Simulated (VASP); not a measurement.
# Mo (Im-3m) in VASP: notebook, part 2 of 2

VASP 6.6.1. The steps go on from the part before.

## 5. Relaxation of cell and atoms, vdW-DF-cx

INCAR reads:

```
PREC = Accurate
ENCUT = 600
EDIFF = 1E-7
ISMEAR = -1
SIGMA = 0.05
LREAL = False
LASPH = True
NELM = 80
ALGO = Fast
ISIF = 3
LWAVE = False
LCHARG = False
GGA = CX
LUSE_VDW = True
AGGAC = 0.0
IBRION = 2
NSW = 40
EDIFFG = -0.01
```

KPOINTS reads:

```
regular mesh
0
Gamma
  12 12 12
```

POSCAR reads:

```
Mo
1.0
   -1.5838089719      1.5838089719      1.5838089719
    1.5838089719     -1.5838089719      1.5838089719
    1.5838089719      1.5838089719     -1.5838089719
Mo
1
Direct
    0.0000000000      0.0000000000      0.0000000000
```

Potentials or basis: VASP PAW PBE potentials, release 64 (Mo_sv).

Command:

```sh
$ cat potpaw_PBE.64/Mo_sv/POTCAR > POTCAR
$ mpirun -np 1 vasp_std > vasp.out
```

OUTCAR:

```text
PREC = Accurate
   ENCUT = 600
   EDIFF = 1E-7
   ISMEAR = -1
   LREAL = False
   LASPH = True
   NELM = 80
   ISIF = 3
   GGA = CX
   IBRION = 2
   NSW = 40
   EDIFFG = -0.01

 ion  position               nearest neighbor table
   1  0.000  0.000  0.000-

  LATTYP: Found a body centered cubic cell.
 ALAT       =     3.1676179438

  Lattice vectors:

 A1 = (  -1.5838089719,   1.5838089719,   1.5838089719)
 A2 = (   1.5838089719,  -1.5838089719,   1.5838089719)
 A3 = (   1.5838089719,   1.5838089719,  -1.5838089719)

Analysis of symmetry for initial positions (statically):
=====================================================================
 Subroutine PRICEL returns:
 Original cell was already a primitive cell.

 Routine SETGRP: Setting up the symmetry group for a
 body centered cubic supercell.

 Subroutine GETGRP returns: Found 48 space group operations
 (whereof 48 operations were pure point group operations)
 out of a pool of 48 trial point group operations.

The static configuration has the point symmetry O_h .

Analysis of symmetry for dynamics (positions and initial velocities):
=====================================================================
 Subroutine PRICEL returns:
 Original cell was already a primitive cell.

 Routine SETGRP: Setting up the symmetry group for a
 body centered cubic supercell.

 Subroutine GETGRP returns: Found 48 space group operations
 (whereof 48 operations were pure point group operations)
 out of a pool of 48 trial point group operations.

The dynamic configuration has the point symmetry O_h .

 Subroutine INISYM returns: Found 48 space group operations
 (whereof 48 operations are pure point group operations),
 and found     1 'primitive' translations

----------------------------------------------------------------------------------------

                                     Primitive cell

  volume of cell :      15.8916

  direct lattice vectors                    reciprocal lattice vectors
    -1.583808972  1.583808972  1.583808972     0.000000000  0.315694638  0.315694638
     1.583808972 -1.583808972  1.583808972     0.315694638  0.000000000  0.315694638
     1.583808972  1.583808972 -1.583808972     0.315694638  0.315694638  0.000000000

  length of vectors
     2.743237609  2.743237609  2.743237609     0.446459639  0.446459639  0.446459639

  position of ions in fractional coordinates (direct lattice)
     0.000000000  0.000000000  0.000000000

  ion indices of the primitive-cell ions
   primitive index   ion index
                 1           1

----------------------------------------------------------------------------------------

 KPOINTS: regular mesh

Automatic generation of k-mesh.
 Grid dimensions read from file:
 generate k-points for:   12   12   12

 Generating k-lattice:

  Cartesian coordinates                     Fractional coordinates (reciprocal lattice)
     0.000000000  0.026307886  0.026307886     0.083333333  0.000000000  0.000000000
[... 46 lines left out ...]
   ions per type =               1
   NGX,Y,Z   is equivalent  to a cutoff of  14.54, 14.54, 14.54 a.u.
   NGXF,Y,Z  is equivalent  to a cutoff of  29.09, 29.09, 29.09 a.u.
 SYSTEM =  unknown system
   PREC   = accura    normal or accurate (medium, high low for compatibility)
   ISTART =      0    job   : 0-new  1-cont  2-samecut
   ICHARG =      2    charge: 1-file 2-atom 10-const
   ISPIN  =      1    spin polarized calculation?
   LNONCOLLINEAR =      F non collinear calculations
   LSORBIT =      F    spin-orbit coupling
   LASPH  =      T    aspherical Exc in radial PAW
   ENCUT  =  600.0 eV  44.10 Ry    6.64 a.u.   5.48  5.48  5.48*2*pi/ulx,y,z
   NELM   =     80;   NELMIN=  2; NELMDL= -5     # of ELM steps
   EDIFF  = 0.1E-06   stopping-criterion for ELM
   LREAL  =      F    real-space projection
   EDIFFG = -.1E-01   stopping-criterion for IOM
   NSW    =     40    number of steps for IOM
   IBRION =      2    ionic relax: 0-MD 1-quasi-New 2-CG
   NFREE  =      1    steps in history (QN), initial steepest desc. (CG)
   ISIF   =      3    stress and relaxation
   ISYM   =      2    0-nonsym 1-usesym 2-fastsym
   POTIM  = 0.5000    time-step for ionic-motion
   TEBEG  =    0.0;   TEEND  =   0.0 temperature during run
   PSTRESS=    0.0 pullay stress
   NELECT =      14.0000    total number of electrons
   NUPDOWN=      -1.0000    fix difference up-down
   EMIN   =  10.00;   EMAX   =-10.00  energy-range for DOS
   EFERMI =   0.00;   METHOD = LEGACY
   ISMEAR =    -1;   SIGMA  =   0.05  broadening in eV -4-tet -1-fermi 0-gaus
   EFERMI_NEDOS =   21; number of points for ismear=-14 and -15
   IALGO  =     68    algorithm
   IMIX   =      4    mixing-type and parameters
     AMIX     =   0.40;   BMIX     =  1.00
     AMIX_MAG =   1.60;   BMIX_MAG =  1.00
  volume/ion in A,a.u.               =      15.89       107.24
  Fermi-wavevector in a.u.,A,eV,Ry     =   1.569380  2.965698 33.510508  2.462953
  Thomas-Fermi vector in A             =   2.671271
   LORBIT       =      0    0 simple, 1 ext, 2 COOP (PROOUT), +10 PAW based schemes
   GGA     = CX    functional components
   LHFCALC =     F    Hartree Fock is set to
   AEXX    =    0.0000 exact exchange contribution
   IVDW_NL    =     1    kernel type
   BPARAM     = 6.3000
   IVDW    =     0    specifies the selected vdW correction
   LEPSILON=     F    determine dielectric tensor
   LRPA    =     F    only Hartree local field effects (RPA)
 conjugate gradient relaxation of ions
 non-spin polarized calculation
 RMM-DIIS sequential band-by-band and
  energy-cutoff  :      600.00
  volume of cell :       15.89
 maximum number of plane-waves:       555
 NGX is ok and might be reduce to    24
   NGX = 11   NGY = 11   NGZ = 11

--------------------------------------- Ionic step        1  -------------------------------------------

 number of electron      14.0000002 magnetization

 Free energy of the ion-electron system (eV)
  ---------------------------------------------------
  ext. energy  EPLUGINS =         0.00000000
  ---------------------------------------------------
  free energy    TOTEN  =        -8.41155033 eV

  energy without entropy =       -8.40900353  energy(sigma->0) =       -8.41027693

------------------------ aborting loop because EDIFF is reached ----------------------------------------

  FORCE on cell =-STRESS in cart. coord.  units (eV):
  Direction    XX          YY          ZZ          XY          YZ          ZX
  --------------------------------------------------------------------------------------
  -------------------------------------------------------------------------------------
  Total       -0.7984366     -0.7984366     -0.7984366      0.0000000      0.0000000      0.0000000
  in kB      -80.4975406    -80.4975406    -80.4975406      0.0000000      0.0000000      0.0000000
  external PRESSURE =     -80.4975406 kB  Pullay stress =       0.0000000 kB
[... 98 lines left out ...]
--------------------------------------- Ionic step        4  -------------------------------------------

 number of electron      14.0000001 magnetization

 Free energy of the ion-electron system (eV)
  ---------------------------------------------------
  ext. energy  EPLUGINS =         0.00000000
  ---------------------------------------------------
  free energy    TOTEN  =        -8.42391531 eV

  energy without entropy =       -8.42158428  energy(sigma->0) =       -8.42274980

 E-fermi :  12.6519     XC(G=0): -13.5664

 val. band max:       12.5799976386   @ k =  -0.1667   0.2500   0.0833
 cond. band min:      12.6799652982   @ k =   0.5000   0.5000   0.0833
 fundamental gap:      0.0999676595
 Fermi energy:        12.6519071953

 k-point     1 :       0.0000    0.0000    0.0000
  band No.  band energies     occupation
      1     -48.4968      2.00000
      2     -21.7616      2.00000
      3     -21.7616      2.00000
      4     -21.7616      2.00000
      5       5.4103      2.00000
      6      11.3062      2.00000
      7      11.3062      2.00000
      8      11.3062      2.00000
      9      14.3843      0.00000
     10      14.3843      0.00000
     11      27.5673      0.00000
[... 309 lines left out ...]
 k-point    24 :       0.4167    0.0833    0.0833
  band No.  band energies     occupation
      1     -48.2095      2.00000
      2     -23.1346      2.00000
      3     -22.2993      2.00000
      4     -21.8729      2.00000
      5       7.8787      2.00000
      6       9.2279      2.00000
      7      13.0734      0.00044
      8      14.5860      0.00000
      9      15.0915      0.00000
     10      19.2046      0.00000
     11      23.9351      0.00000

 [... further k-points ...]

------------------------ aborting loop because EDIFF is reached ----------------------------------------

  FORCE on cell =-STRESS in cart. coord.  units (eV):
  Direction    XX          YY          ZZ          XY          YZ          ZX
  --------------------------------------------------------------------------------------
  -------------------------------------------------------------------------------------
  Total       -0.0066968     -0.0066968     -0.0066968     -0.0000000     -0.0000000      0.0000000
  in kB       -0.6959286     -0.6959286     -0.6959286     -0.0000000     -0.0000000      0.0000000
  external PRESSURE =      -0.6959286 kB  Pullay stress =       0.0000000 kB
[... 20 lines left out ...]
  energy  without entropy=       -8.4215842842  energy(sigma->0) =       -8.42274980

Total vdW correction in eV:      1.6532795

 reached required accuracy - stopping structural energy minimisation
```

CONTCAR:

```text
Mo
   1.00000000000000
    -1.5678976802924773    1.5678976802924773    1.5678976802924773
     1.5678976802924773   -1.5678976802924773    1.5678976802924773
     1.5678976802924773    1.5678976802924773   -1.5678976802924773
  Mo
     1
Direct
     1.0000000000000000    1.0000000000000000    1.0000000000000000

  0.00000000E+00  0.00000000E+00  0.00000000E+00
```

It took 92 s on 1 thread of AMD EPYC 7R13 (Zen 3), shared host; peak memory 0.25 GiB.

Results:

- Free energy: -8.4239 eV
- Relaxed volume: 15.42 Å³/atom
- Relaxed cell: a = 2.716 Å, b = 2.716 Å, c = 2.716 Å, α = 109.47°, β = 109.47°, γ = 109.47°
- Space group after relaxing (to 0.05 Å): Im-3m (No. 229)
- Energy gained by relaxing: 12.4 meV/atom
- Ionic steps: 4
- Pressure after relaxing: -0.1 GPa
- Band gap on the k mesh: none (metal or under the smearing width)

Step by step:
| step | energy change (eV) | largest force (eV/Å) | pressure (GPa) | volume (Å³) |
| --- | --- | --- | --- | --- |
| 1 | 0.0000 | 0.0000 | -8.05 | 15.89 |
| 2 | 0.0980 | 0.0000 | 29.62 | 14.13 |
| 3 | -0.0123 | 0.0000 | -0.27 | 15.43 |
| 4 | -0.0124 | 0.0000 | -0.07 | 15.42 |

Final structure:
```
CELL_PARAMETERS angstrom
-1.56790 1.56790 1.56790
1.56790 -1.56790 1.56790
1.56790 1.56790 -1.56790
ATOMIC_POSITIONS crystal
Mo 0.00000 0.00000 0.00000
```

Levels at points of the mesh, in eV from the Fermi level:
| k point | band 5 | band 6 | band 7 | band 8 | band 9 | band 10 |
| --- | --- | --- | --- | --- | --- | --- |
| (0.00, 0.00, 0.00) | -7.24 | -1.35 | -1.35 | -1.35 | 1.73 | 1.73 |
| (0.50, 0.00, 0.00) | -5.36 | -3.42 | 1.75 | 1.77 | 2.41 | 4.90 |
| (0.50, 0.50, 0.50) | -5.50 | -5.50 | 4.12 | 4.12 | 4.12 | 9.22 |

Caveat: the PAW data sets were made with another functional, which shifts forces and pressure a little.

## 6. Relaxation of cell and atoms, rev-vdW-DF2

Edit INCAR of step 5 so:

```diff
@@ -12,5 +12,8 @@
 LCHARG = False
-GGA = CX
+GGA = MK
 LUSE_VDW = True
 AGGAC = 0.0
+PARAM1 = 0.1234
+PARAM2 = 0.711357
+ZAB_VDW = -1.8867
 IBRION = 2
```

KPOINTS is that of step 5.

POSCAR is that of step 5.

Potentials or basis: VASP PAW PBE potentials, release 64 (Mo_sv).

Command:

```sh
$ cat potpaw_PBE.64/Mo_sv/POTCAR > POTCAR
$ mpirun -np 1 vasp_std > vasp.out
```

Run time: 86 s. Hardware: 1 thread of AMD EPYC 7R13 (Zen 3), shared host; peak memory 0.25 GiB.

Results (log left out):

| Property | Result |
| --- | --- |
| Free energy | -8.4079 eV |
| Relaxed volume | 15.60 Å³/atom |
| Relaxed cell | a = 2.726 Å, b = 2.726 Å, c = 2.726 Å, α = 109.47°, β = 109.47°, γ = 109.47° |
| Space group after relaxing (to 0.05 Å) | Im-3m (No. 229) |
| Energy gained by relaxing | 4.6 meV/atom |
| Ionic steps | 3 |
| Pressure after relaxing | -0.1 GPa |
| Band gap on the k mesh | none (metal or under the smearing width) |

The path:
```csv
step,energy change (eV),largest force (eV/Å),pressure (GPa),volume (Å³)
1,0.0000,0.0000,-4.91,15.89
2,0.0334,0.0000,16.09,14.80
3,-0.0046,0.0000,-0.09,15.60
```

Final structure:
```
Mo
1.0
    -1.57408    1.57408    1.57408
     1.57408   -1.57408    1.57408
     1.57408    1.57408   -1.57408
Mo
1
Direct
  0.00000 0.00000 0.00000
```

Levels at points of the mesh, in eV from the Fermi level:
| k point | band 4 | band 5 | band 6 | band 7 | band 8 | band 9 | band 10 | band 11 |
| --- | --- | --- | --- | --- | --- | --- | --- | --- |
| (0.00, 0.00, 0.00) | -34.47 | -7.17 | -1.33 | -1.33 | -1.33 | 1.70 | 1.70 | 14.93 |
| (0.50, 0.00, 0.00) | -34.48 | -5.28 | -3.37 | 1.73 | 1.73 | 2.36 | 4.79 | 12.07 |
| (0.50, 0.50, 0.50) | -35.44 | -5.40 | -5.40 | 4.03 | 4.03 | 4.03 | 9.15 | 9.15 |

Caveat: the PAW data sets were made with another functional, which shifts forces and pressure a little.

## 7. The runs side by side

| level | gap on the mesh (eV) | pressure (GPa) | relaxed volume (Å³/atom) |
| --- | --- | --- | --- |
| r2SCAN | none | 0.0 | 15.69 |
| SCAN | none | 0.0 | 15.58 |
| optB88-vdW | none | 0.0 | 15.81 |
| vdW-DF-cx | none | -0.1 | 15.42 |
| rev-vdW-DF2 | none | -0.1 | 15.60 |

Alike in all rows: task relaxation of cell and atoms; potentials or basis VASP PAW PBE potentials, release 64 (Mo_sv); no spin polarisation; cell relaxed; k mesh 12 × 12 × 12; cutoff (eV) 600; smearing fermi-dirac 0.05 eV.

Caveats: the PAW data sets were made with another functional, which shifts forces and pressure a little.

Absolute energies hang on the potentials; compare differences alone.
